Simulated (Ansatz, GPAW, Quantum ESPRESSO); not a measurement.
## Ta: programs and potentials compared

```
Ta
1.0
    -1.65128    1.65128    1.65128
     1.65128   -1.65128    1.65128
     1.65128    1.65128   -1.65128
Ta
1
Direct
  0.00000 0.00000 0.00000
```

Alike in all runs: task band structure; functional PBE; k mesh 11 × 11 × 11; occupations fermi-dirac, width 0.05 eV; no spin polarisation; no spin-orbit coupling. Pressure is positive in compression and, in plane waves, holds the error of the finite cutoff.

```csv
program and potentials,plane-wave cutoff (eV),notes,pressure (GPa)
"Ansatz, all-electron LAPW, scalar-relativistic",-,-,2.53
"Quantum ESPRESSO, PseudoDojo 0.4.1 SR PBE standard",789,-,2.55
"GPAW, GPAW PAW data sets (gpaw-data 1.2.1)",600,-,2.85
```

The pressure spans 2.53 (Ansatz, all-electron LAPW, scalar-relativistic) to 2.85 GPa (GPAW, GPAW PAW data sets (gpaw-data 1.2.1)), with all-electron results at 2.53.

The functional is the same throughout but for its coding, so the spread measures potentials, basis and numerics; runs on potential files found faulty are left out.

All three runs put bcc tantalum under modest compression at this cell, so the PBE equilibrium volume is somewhat larger than the one used. The cell lies close to the measured lattice constant, and the positive sign fits the known tendency of PBE to underbind 5d metals slightly: its gradient correction favours the more inhomogeneous density of a expanded lattice. Tantalum is also stiff, because its partly filled d band occupies mainly bonding states, and a small mismatch in volume therefore appears as a pressure of a few gigapascals.

For the same reason, the step from 2.53 GPa in the all-electron run to 2.85 GPa with GPAW corresponds to only a very small shift in equilibrium lattice constant; it probably reflects the construction of the PAW data set. The pseudopotential value of 2.55 GPa is practically the all-electron one. Agreement in pressure at a single volume does not establish equal bulk moduli or equally accurate band energies.
